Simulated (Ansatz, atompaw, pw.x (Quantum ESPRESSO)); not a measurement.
# pw.x on sc Te: one setting changed

Potential: PAW, atompaw 4.2.0.5, PBE; core [Kr], reference 4d10 5s2 5p4; waves: 5s (bound); 5s channel at -0.2 Ry; 5p (bound); 5p channel at 3.25 Ry; 4d (bound); 4d channel at 0.85 Ry; 4f channel at 0.15 Ry; 4f channel at 2.55 Ry; local part: troulliermartins scheme with l = 4 at 1 Ry, radius 2.55 bohr; core correction: smooth core density matched at 2.45 bohr; augmentation: besselshape compensation charge, radius 2.05 bohr; PAW radius 2.70 bohr; waves and projectors: bloechl.

The reference run (k-mesh 10³, cutoffs 50/500 Ry, Fermi–Dirac 0.01 Ry, mixing_beta 0.4, conv_thr 1e-9, no spin) gives 0.02 GPa at 32.928 Å³/atom, where all-electron LAPW gives -0.11 GPa. This run, with its own iteration cap, changes smearing to mv.

```
&control
  calculation='scf', prefix='x', pseudo_dir='./', outdir='./tmp', tstress=.true., disk_io='none'
/
&system
  ibrav=0, nat=1, ntyp=1, ecutwfc=50, ecutrho=500, nbnd=16,
  occupations='smearing', smearing='mv', degauss=0.01
/
&electrons
  conv_thr=1e-09, mixing_beta=0.4, electron_maxstep=50
/
ATOMIC_SPECIES
Te 1.0 Te.UPF
CELL_PARAMETERS angstrom
  3.20519988 0.00000000 0.00000000
  0.00000000 3.20519988 0.00000000
  0.00000000 0.00000000 3.20519988
ATOMIC_POSITIONS crystal
Te 0.0000 0.0000 0.0000
K_POINTS automatic
10 10 10 0 0 0
```

```bash
pw.x < Te.scf.in > Te.scf.out
```

**Question.** How does the run end?

**Answer.** It converges in 7 iterations; the free energy moves by +18.1 meV/atom and the pressure by -0.05 GPa. This scheme is built to cancel the term in the square of the width that Fermi–Dirac smearing leaves in the F of a metal.

```
Message from routine setup:
     using ibrav=0 with symmetry is DISCOURAGED, use correct ibrav instead
     lattice parameter (alat)  =       6.0569  a.u.
     unit-cell volume          =     222.2092 (a.u.)^3
     number of electrons       =        16.00
     number of Kohn-Sham states=           16
     kinetic-energy cutoff     =      50.0000  Ry
     charge density cutoff     =     500.0000  Ry
     scf convergence threshold =      1.0E-09
     Exchange-correlation= SLA PW PBX PBC
     number of k points=    56  Marzari-Vanderbilt smearing, width (Ry)=  0.0100
     iteration #  1     ecut=    50.00 Ry     beta= 0.40
     total energy              =    -512.20703018 Ry
     estimated scf accuracy    <       0.00140295 Ry
     iteration #  2     ecut=    50.00 Ry     beta= 0.40
     total energy              =    -512.20732140 Ry
     estimated scf accuracy    <       0.00054393 Ry
     iteration #  3     ecut=    50.00 Ry     beta= 0.40
     total energy              =    -512.20734650 Ry
     estimated scf accuracy    <       0.00000467 Ry
     iteration #  4     ecut=    50.00 Ry     beta= 0.40
     total energy              =    -512.20734890 Ry
     estimated scf accuracy    <       0.00000037 Ry
     iteration #  5     ecut=    50.00 Ry     beta= 0.40
     total energy              =    -512.20734901 Ry
     estimated scf accuracy    <       0.00000004 Ry
     iteration #  6     ecut=    50.00 Ry     beta= 0.40
     total energy              =    -512.20734901 Ry
     estimated scf accuracy    <          1.8E-09 Ry
     iteration #  7     ecut=    50.00 Ry     beta= 0.40
     the Fermi energy is     9.9563 ev
!    total energy              =    -512.20734902 Ry
     estimated scf accuracy    <          4.0E-10 Ry
     smearing contrib. (-TS)   =      -0.00022549 Ry
     convergence has been achieved in   7 iterations
          total   stress  (Ry/bohr**3)                   (kbar)     P=       -0.36
     Message from routine punch:
     Nothing written, as per user request (disk_io='none')
```

The run took about 30 s on one core of a shared host (Intel(R) Xeon(R) Platinum 8488C, 192 threads, 744 GiB, load 196).
